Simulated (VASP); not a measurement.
# Vibrations of SiC (Moissanite) at several levels of theory, part 2 of 4

How much do the zone-centre frequencies of SiC (Moissanite) depend on the functional? The starting structure is a measured crystal structure from the Crystallography Open Database.

VASP 6.6.1.

## Step 2: Modes with LDA (continued)

Level of this step: LDA; plane waves and PAW (Si, C) (VASP).

From OUTCAR (step 2):

```text
ion  position               nearest neighbor table
   1  0.667  0.333  0.505-   4 1.87   4 1.87   4 1.87   3 1.89   2 3.07   2 3.07   2 3.07   2 3.07
                             2 3.07   2 3.07
   2  0.333  0.667  0.005-   3 1.87   3 1.87   3 1.87   4 1.89   1 3.07   1 3.07   1 3.07   1 3.07
                             1 3.07   1 3.07
   3  0.667  0.333  0.880-   2 1.87   2 1.87   2 1.87   1 1.89
   4  0.333  0.667  0.380-   1 1.87   1 1.87   1 1.87   2 1.89

  LATTYP: Found a hexagonal cell.
 ALAT       =     3.0580883953
 C/A-ratio  =     1.6412477256

 Subroutine GETGRP returns: Found 12 space group operations
 (whereof  6 operations were pure point group operations)

The static configuration has the point symmetry C_3v.
 The point group associated with its full space group is C_6v.

 Found     76 irreducible k-points:

   k-points           NKPTS =     76   k-points in BZ     NKDIM =     76   number of bands    NBANDS=     14

   dimension x,y,z NGX =    24 NGY =   24 NGZ =   40
   dimension x,y,z NGXF=    48 NGYF=   48 NGZF=   80

   ENCUT  =  520.0 eV  38.22 Ry    6.18 a.u.   5.69  5.69  9.33*2*pi/ulx,y,z

   NELECT =      16.0000    total number of electrons

 k-points in reciprocal lattice and weights: Automatic mesh
   0.00000000  0.00000000  0.00000000       0.001
   0.08333333  0.00000000  0.00000000       0.007
   0.16666667  0.00000000  0.00000000       0.007
   0.25000000  0.00000000  0.00000000       0.007
   0.33333333  0.00000000  0.00000000       0.007
   0.41666667  0.00000000  0.00000000       0.007
   0.50000000  0.00000000  0.00000000       0.003
   0.08333333  0.08333333  0.00000000       0.007
   0.16666667  0.08333333  0.00000000       0.014
[...]
0.33333333  0.25000000  0.50000000       0.014
   0.33333333  0.33333333  0.50000000       0.002

 average (electrostatic) potential at core
       1 -81.6867       2 -81.6867       3 -48.7575       4 -48.7575

  Total        0.0025548      0.0025548      0.0026217      0.0000000      0.0000000     -0.0000000
  in kB        0.1006944      0.1006944      0.1033321      0.0000000      0.0000000     -0.0000000
  external PRESSURE =       0.1015736 kB  Pullay stress =       0.0000000 kB

  energy-cutoff  :      520.00
  volume of cell :       40.65
      direct lattice vectors                 reciprocal lattice vectors
     3.058088395  0.000000000  0.000000000     0.327001666  0.188794500  0.000000000
    -1.529044198  2.648382237  0.000000000     0.000000000  0.377589000  0.000000000
     0.000000000  0.000000000  5.019080624     0.000000000  0.000000000  0.199239677

 POSITION                                       TOTAL-FORCE (eV/Angst)
 -----------------------------------------------------------------------------------
      1.52904      0.88279      2.53263        -0.000000      0.000000     -0.000145
     -0.00000      1.76559      0.02309         0.000000     -0.000000     -0.000145
      1.52904      0.88279      4.41880        -0.000000      0.000000      0.000145
     -0.00000      1.76559      1.90926         0.000000     -0.000000      0.000145
 -----------------------------------------------------------------------------------
    total drift:                               -0.000000      0.000000     -0.000095

 MACROSCOPIC STATIC DIELECTRIC TENSOR (including local field effects in DFT)
 ------------------------------------------------------
           6.896148     0.000000    -0.000000
           0.000000     6.896148     0.000000
           0.000000     0.000000     7.254142
 ------------------------------------------------------

 PIEZOELECTRIC TENSOR (including local field effects)  for field in x, y, z        (C/m^2)
          XX          YY          ZZ          XY          YZ          ZX
  --------------------------------------------------------------------------------
  x     0.00000    -0.00000     0.00000     0.00000     0.00000     0.59531
  y     0.00000     0.00000     0.00000     0.00000     0.59531     0.00000
  z     0.47045     0.47045    -0.80851     0.00000     0.00000    -0.00000

 BORN EFFECTIVE CHARGES (including local field effects) (in |e|, cummulative output)
 ---------------------------------------------------------------------------------
 ion    1
    1     2.67501     0.00000     0.00000
    2     0.00000     2.67501     0.00000
    3     0.00000    -0.00000     2.87485
 ion    2
    1     2.67501     0.00000     0.00000
    2     0.00000     2.67501     0.00000
    3    -0.00000     0.00000     2.87485
 ion    3
    1    -2.67501    -0.00000    -0.00000
    2    -0.00000    -2.67501    -0.00000
    3     0.00000     0.00000    -2.87485
 ion    4
    1    -2.67501    -0.00000     0.00000
    2    -0.00000    -2.67501     0.00000
    3    -0.00000     0.00000    -2.87485

 Eigenvectors and eigenvalues of the dynamical matrix
 ----------------------------------------------------

   1 f  =   25.196472 THz   158.314102 2PiTHz  840.463836 cm-1   104.204188 meV
             X         Y         Z           dx          dy          dz
      1.529044  0.882794  2.532631    -0.000000    0.000000   -0.008435
     -0.000000  1.765588  0.023090    -0.000000    0.000000    0.008435
      1.529044  0.882794  4.418796     0.000000   -0.000000   -0.707056
     -0.000000  1.765588  1.909256     0.000000   -0.000000    0.707056

   2 f  =   23.979597 THz   150.668254 2PiTHz  799.873272 cm-1    99.171602 meV
             X         Y         Z           dx          dy          dz
      1.529044  0.882794  2.532631    -0.356186   -0.151401   -0.000000
     -0.000000  1.765588  0.023090    -0.356186   -0.151401    0.000000
      1.529044  0.882794  4.418796     0.544626    0.231500    0.000000
     -0.000000  1.765588  1.909256     0.544626    0.231500   -0.000000

   3 f  =   23.979597 THz   150.668254 2PiTHz  799.873272 cm-1    99.171602 meV
             X         Y         Z           dx          dy          dz
      1.529044  0.882794  2.532631     0.151401   -0.356186   -0.000000
     -0.000000  1.765588  0.023090     0.151401   -0.356186   -0.000000
      1.529044  0.882794  4.418796    -0.231500    0.544626    0.000000
     -0.000000  1.765588  1.909256    -0.231500    0.544626    0.000000

   4 f  =   23.077845 THz   145.002379 2PiTHz  769.794063 cm-1    95.442257 meV
             X         Y         Z           dx          dy          dz
      1.529044  0.882794  2.532631     0.000000   -0.000000   -0.387030
     -0.000000  1.765588  0.023090    -0.000000    0.000000   -0.387030
      1.529044  0.882794  4.418796     0.000000   -0.000000    0.591784
     -0.000000  1.765588  1.909256    -0.000000    0.000000    0.591784

   5 f  =   22.975290 THz   144.358003 2PiTHz  766.373175 cm-1    95.018121 meV
             X         Y         Z           dx          dy          dz
      1.529044  0.882794  2.532631    -0.334223   -0.142066   -0.000000
     -0.000000  1.765588  0.023090     0.334223    0.142066   -0.000000
      1.529044  0.882794  4.418796    -0.558373   -0.237344    0.000000
     -0.000000  1.765588  1.909256     0.558373    0.237344    0.000000

   6 f  =   22.975290 THz   144.358003 2PiTHz  766.373175 cm-1    95.018121 meV
             X         Y         Z           dx          dy          dz
      1.529044  0.882794  2.532631     0.142066   -0.334223    0.000000
     -0.000000  1.765588  0.023090    -0.142066    0.334223    0.000000
      1.529044  0.882794  4.418796     0.237344   -0.558373   -0.000000
     -0.000000  1.765588  1.909256    -0.237344    0.558373   -0.000000

   7 f  =   17.923633 THz   112.617510 2PiTHz  597.868054 cm-1    74.126158 meV
             X         Y         Z           dx          dy          dz
      1.529044  0.882794  2.532631    -0.000000   -0.000000    0.707056
     -0.000000  1.765588  0.023090     0.000000    0.000000   -0.707056
      1.529044  0.882794  4.418796    -0.000000   -0.000000   -0.008435
     -0.000000  1.765588  1.909256     0.000000    0.000000    0.008435

   8 f  =    7.731678 THz    48.579566 2PiTHz  257.901020 cm-1    31.975637 meV
             X         Y         Z           dx          dy          dz
      1.529044  0.882794  2.532631     0.558373    0.237345   -0.000000
     -0.000000  1.765588  0.023090    -0.558373   -0.237345   -0.000000
      1.529044  0.882794  4.418796    -0.334222   -0.142066   -0.000000
     -0.000000  1.765588  1.909256     0.334222    0.142066   -0.000000

   9 f  =    7.731678 THz    48.579566 2PiTHz  257.901020 cm-1    31.975637 meV
             X         Y         Z           dx          dy          dz
      1.529044  0.882794  2.532631     0.237345   -0.558373    0.000000
     -0.000000  1.765588  0.023090    -0.237345    0.558373    0.000000
      1.529044  0.882794  4.418796    -0.142066    0.334222    0.000000
     -0.000000  1.765588  1.909256     0.142066   -0.334222    0.000000

  10 f/i=    0.000658 THz     0.004131 2PiTHz    0.021932 cm-1     0.002719 meV
             X         Y         Z           dx          dy          dz
      1.529044  0.882794  2.532631    -0.043795   -0.590162    0.000000
     -0.000000  1.765588  0.023090    -0.043795   -0.590162    0.000000
      1.529044  0.882794  4.418796    -0.028642   -0.385967    0.000000
     -0.000000  1.765588  1.909256    -0.028642   -0.385967    0.000000

  11 f/i=    0.000658 THz     0.004131 2PiTHz    0.021932 cm-1     0.002719 meV
             X         Y         Z           dx          dy          dz
      1.529044  0.882794  2.532631    -0.590162    0.043795   -0.000000
     -0.000000  1.765588  0.023090    -0.590162    0.043795   -0.000000
      1.529044  0.882794  4.418796    -0.385967    0.028642   -0.000000
     -0.000000  1.765588  1.909256    -0.385967    0.028642   -0.000000

  12 f/i=    0.000704 THz     0.004425 2PiTHz    0.023493 cm-1     0.002913 meV
             X         Y         Z           dx          dy          dz
      1.529044  0.882794  2.532631    -0.000000    0.000000    0.591784
     -0.000000  1.765588  0.023090    -0.000000    0.000000    0.591784
      1.529044  0.882794  4.418796    -0.000000    0.000000    0.387030
     -0.000000  1.765588  1.909256    -0.000000    0.000000    0.387030

 MACROSCOPIC STATIC DIELECTRIC TENSOR IONIC CONTRIBUTION
 ------------------------------------------------------
           3.218446     0.000000    -0.000000
           0.000000     3.218446    -0.000000
          -0.000000    -0.000000     4.013458
 ------------------------------------------------------

 ELASTIC MODULI CONTR FROM IONIC RELAXATION (kBar)
 Direction    XX          YY          ZZ          XY          YZ          ZX
 --------------------------------------------------------------------------------
 XX        -500.6183    260.0568    228.0855     -0.0000     -0.0000      0.0000
 YY         260.0568   -500.6183    228.0855     -0.0000      0.0000     -0.0000
 ZZ         228.0855    228.0855   -432.5131      0.0000     -0.0000     -0.0000
 XY          -0.0000     -0.0000      0.0000   -380.3375      0.0000      0.0000
 YZ           0.0000      0.0000     -0.0000      0.0000   -131.3817     -0.0000
 ZX           0.0000     -0.0000     -0.0000     -0.0000     -0.0000   -138.5127
 --------------------------------------------------------------------------------

 PIEZOELECTRIC TENSOR IONIC CONTR  for field in x, y, z        (C/m^2)
          XX          YY          ZZ          XY          YZ          ZX
  --------------------------------------------------------------------------------
  x     0.00000    -0.00000    -0.00000    -0.00000    -0.00000    -0.62826
  y    -0.00000     0.00000    -0.00000     0.00000    -0.61188    -0.00000
  z    -0.65378    -0.65378     1.23974    -0.00000     0.00000     0.00000
```

Energies printed during the response cycles are not total energies of the cell.

LDA: the zone-centre modes are B1 (2) 840.5, E1 799.9, A1 769.8, E2 (2) 766.4, B1 (1) 597.9, E2 (1) 257.9 cm⁻¹.

## Step 3: Modes with LDA at the measured cell

The atoms were first relaxed in the fixed cell, in a run that isn't shown.

Input file INCAR:

```
SYSTEM = SiC
PREC = Accurate
ENCUT = 520
EDIFF = 1E-08
NELM = 100
ISMEAR = 0
SIGMA = 0.03
LREAL = .FALSE.
ALGO = Normal
GGA = CA
NBANDS = 14
LORBIT = 11
LWAVE = .FALSE.
LCHARG = .FALSE.
KPAR = 8
IBRION = 8
LEPSILON = .TRUE.
LPEAD = .TRUE.
ISIF = 2
```

Input file POSCAR:

```
SiC
1.0
    3.0760000000      0.0000000000      0.0000000000
   -1.5380000000      2.6638941420      0.0000000000
    0.0000000000      0.0000000000      5.0480000000
Si C
2 2
Direct
    0.6666666667      0.3333333333      0.5045755188
    0.3333333333      0.6666666667      0.0045755188
    0.6666666667      0.3333333333      0.8804244812
    0.3333333333      0.6666666667      0.3804244812
```

Input file KPOINTS:

```
Automatic mesh
0
Gamma
12 12 6
0 0 0
```

PAW data sets: Si and C (LDA family, release 64).

Launch:

```bash
$ mpirun -np 8 vasp_std
```

Output:

```text
[banner, memory and clock lines left out]
running    8 mpi-ranks, on    1 nodes
[...]
[... a notice as in an earlier step ...]

 LDA part: xc-table for (Slater(with rela. corr.)+CA(PZ))
 , standard interpolation
 POSCAR, INCAR and KPOINTS ok, starting setup
[...]
entering main loop
       N       E                     dE             d eps       ncg     rms          rms(c)
DAV:   1     0.267285333934E+02    0.26729E+02   -0.73015E+03  2128   0.102E+03
DAV:   2    -0.343948351078E+02   -0.61123E+02   -0.55490E+02  3042   0.171E+02
DAV:   3    -0.373248840767E+02   -0.29300E+01   -0.29144E+01  2914   0.355E+01
DAV:   4    -0.373543505415E+02   -0.29466E-01   -0.29458E-01  2476   0.436E+00
[...]
DAV:  13    -0.332676561067E+02    0.32920E-06   -0.12609E-06  2842   0.662E-03    0.146E-03
DAV:  14    -0.332676561251E+02   -0.18408E-07   -0.58744E-08  2548   0.190E-03    0.619E-04
DAV:  15    -0.332676561290E+02   -0.39404E-08   -0.78885E-10  1544   0.230E-04
   1 F= -.33267656E+02 E0= -.33267656E+02  d E =-.115305E-16
[...]
RMM:  12    -0.124704125673E+00   -0.99167E-08    0.57593E-09 21069   0.807E-06    0.370E-07
 first order change of Fermi-energy  -0.25089E-04
 force on displaced ion       3 direction 1 : -19.037   0.000  -0.000
 Born effective charge ion    3 direction 1 :  -2.662  -0.000  -0.000
 Linear response progress:
  Degree of freedom:   4/  4
       N       E                     dE             d eps       ncg     rms          rms(c)
RMM:   1    -0.139107637941E+00   -0.13911E+00    0.83570E-02  5995   0.215E+00
RMM:   2    -0.134010025101E+00    0.50976E-02   -0.17078E-03  4607   0.457E-01    0.221E-01
RMM:   3    -0.133665362640E+00    0.34466E-03   -0.23798E-03  4747   0.238E-01    0.109E-01
RMM:   4    -0.134246169898E+00   -0.58081E-03   -0.55481E-04  4744   0.118E-01    0.385E-02
[...]
RMM:  11    -0.134436290957E+00   -0.53589E-07   -0.82949E-08  5384   0.338E-05    0.404E-06
RMM:  12    -0.134436279507E+00    0.11450E-07   -0.21283E-08  5200   0.123E-05    0.169E-06
RMM:  13    -0.134436278772E+00    0.73422E-09   -0.40888E-09  4837   0.691E-06    0.922E-07
 first order change of Fermi-energy   0.34365E+00
 force on displaced ion       3 direction 3 :   0.000  -0.000 -23.796
 Born effective charge ion    3 direction 3 :  -0.000  -0.000  -2.859
 Born effective charges drift removed
 Linear response finished
```

The job ended after 10 min (8 MPI ranks of AMD EPYC 7R43, shared host; peak memory 5.2 GiB).

OUTCAR, selected parts (step 3):

```text
  Total       -1.0058474     -1.0058474     -0.9763754      0.0000000      0.0000000      0.0000000
  in kB      -38.9600987    -38.9600987    -37.8185429      0.0000000      0.0000000      0.0000000
  external PRESSURE =     -38.5795801 kB  Pullay stress =       0.0000000 kB

 POSITION                                       TOTAL-FORCE (eV/Angst)
 -----------------------------------------------------------------------------------
      1.53800      0.88796      2.54710         0.000000     -0.000000      0.000254
     -0.00000      1.77593      0.02310        -0.000000      0.000000      0.000254
      1.53800      0.88796      4.44438         0.000000      0.000000     -0.000254
     -0.00000      1.77593      1.92038        -0.000000     -0.000000     -0.000254
 -----------------------------------------------------------------------------------
    total drift:                               -0.000000     -0.000000     -0.000098

 MACROSCOPIC STATIC DIELECTRIC TENSOR (including local field effects in DFT)
 ------------------------------------------------------
           6.940967    -0.000000     0.000000
           0.000000     6.940967     0.000000
           0.000000     0.000000     7.297347
 ------------------------------------------------------

 MACROSCOPIC STATIC DIELECTRIC TENSOR IONIC CONTRIBUTION
 ------------------------------------------------------
           3.259034     0.000000    -0.000000
           0.000000     3.259034     0.000000
          -0.000000     0.000000     4.060840
 ------------------------------------------------------

[... 1 part as in an earlier step ...]

[... 1 further part left out ...]
```

With LDA at the measured cell the modes are at the top B1 (2) 824.0, E1 784.2 cm⁻¹, at the bottom B1 (1) 588.1, E2 (1) 258.5 cm⁻¹, with 2 more of the listed ones between; the largest shift is -17.7 cm⁻¹, in E2 (2), from LDA.

[end of part 2 of 4]

[Lines on the potential files, build, host, timing and source positions are cut from VASP's logs without a mark.]

[Logs are printed without paths, hosts, clocks, repeated set-up lines and the standing remarks that a program may print on its own settings, such as how far it seeks lower states.]

[Hosts, paths, dates, database ids (printed as entryN), source tags and the programs' standing remarks are cut or masked in the printed files.]
